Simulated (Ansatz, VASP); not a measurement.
**One calculation of CoO, two programs**

INCAR

```
ALGO = Normal
EDIFF = 1E-6
ENCUT = 520
GGA = CA
ISIF = 2
ISMEAR = 0
ISPIN = 2
LASPH = True
LCHARG = True
LDAU = True
LDAUJ = 0 0
LDAUL = 2 -1
LDAUPRINT = 1
LDAUTYPE = 2
LDAUU = 3.3 0
LELF = True
LMAXMIX = 4
LORBIT = 11
LREAL = False
LVHAR = True
LWAVE = False
MAGMOM = 2.82 0.3
NBANDS = 18
NELM = 150
PREC = Accurate
SIGMA = 0.05
```

Contents of KPOINTS:

```
k-points
0
Gamma
  10 10 10
```

POSCAR

```
CoO
1.0
    0.0000000000      2.1123212002      2.1123212002
    2.1123212002      0.0000000000      2.1123212002
    2.1123212002      2.1123212002      0.0000000000
Co O
1 1
Direct
    0.0000000000      0.0000000000      0.0000000000
    0.5000000000      0.5000000000      0.5000000000
```

Input for Ansatz:

```yaml
crystal:
  lattice:
    - [0.0, 2.1123212002, 2.1123212002]
    - [2.1123212002, 0.0, 2.1123212002]
    - [2.1123212002, 2.1123212002, 0.0]
  atoms:
    - { symbol: Co, position: [0.0, 0.0, 0.0], spin: 2.81 }
    - { symbol: O, position: [0.5, 0.5, 0.5] }
basis:
  ecutwfc: 420
  ecutrho_ratio: 4
kpoints:
  mp_grid: { grid: [10, 10, 10] }
hamiltonian:
  xc: lda
  hubbard:
    sites:
      - { species: Co, l: d, u_eff: 3.3, starting_ns: start.occupation_matrices }
    ns_hold: { iters: 6 }
scf:
  occupations: { method: gaussian, width: 0.05 }
  lower_state_search: "off"
output:
  forces: true
  stress: true
  eigenvalues: true
  populations: true
  hubbard: { sites: [{ species: Co, l: d }] }
magnetization:
  spin_polarized: true
```

Alike in both runs: task single point; functional LDA; k mesh 10 × 10 × 10; occupations gaussian, width 0.05 eV; collinear spin; Hubbard terms Co d U = 3.3 eV.

```csv
,VASP,Ansatz
version,VASP 6.6.1,Ansatz 0.2.0
potentials or method,"VASP PAW LDA potentials, release 64 (Co, O)","scalar-relativistic, plane waves, PAW"
plane-wave cutoff (eV),520,420
valence electrons in the cell,15,23
```

|  | VASP | Ansatz | Ansatz less VASP |
| --- | --- | --- | --- |
| pressure (GPa) | -14.9 | -4.1 | +10.78 |
| largest component of the traceless stress (GPa) | 0.00 | 0.33 | +0.329 |
| net moment per atom (μB) | 1.50 | 1.50 | +0.001 |
| size of the moment on the site where the two differ most (μB) | 2.69 | 2.56 | -0.132 |

Site moments also hang on the region over which each program counts them. The programs project onto different local orbitals, so the same U acts differently. The two sets of potentials don't hold the same shells in valence. Ansatz warned: «symmetry_narrowed_by_occupation_matrices».

Caveats: a cell with one magnetic atom can't hold antiferromagnetic order, which such compounds often take. The state reached can hang on the start; a lower one may exist.
